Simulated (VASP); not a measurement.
KI, 2 atoms in the cell. Symmetry: Fm-3m, No. 225, cubic system. Conventional cell: a = 7.066 Å, b = 7.066 Å, c = 7.066 Å, α = 90.00°, β = 90.00°, γ = 90.00°. I (site symmetry m-3m) has 6 K at 3.53 Å as nearest neighbours. Around K (site symmetry m-3m) lie 6 I at 3.53 Å. 

```yaml
Program: VASP 6.6.1
Task: band structure
Functional: PBEsol
Potentials_or_basis: VASP PAW PBE potentials, release 64 (I, K_sv)
Cutoff: 520 eV
k_mesh: 8 × 8 × 8
Occupations: gaussian, width 0.02 eV
Spin: no spin polarisation
Ladder: gaps
Further_INCAR_settings: ALGO = Fast; EDIFF = 1e-06; NBANDS = 15
```

Potentials or basis: VASP PAW PBE potentials, release 64 (I, K_sv).

The run is started by

```sh
$ cat potpaw_PBE.64/I/POTCAR potpaw_PBE.64/K_sv/POTCAR > POTCAR
$ cp INCAR.step1 INCAR
$ cp KPOINTS.step1 KPOINTS
$ mpirun -np 1 vasp_std > vasp.out
$ cp INCAR.step2 INCAR
$ cp KPOINTS.step2 KPOINTS
$ mpirun -np 1 vasp_std > vasp.out
```

Hardware: 1 thread of Intel(R) Xeon(R) 6975P-C (Granite Rapids) (shared host).

Question: How long does it take, and how much memory?

Answer: It took 85 s on 1 thread of Intel(R) Xeon(R) 6975P-C (Granite Rapids) (shared host), peak memory 0.36 GiB. Counts: scf iterations 10, k points 150.
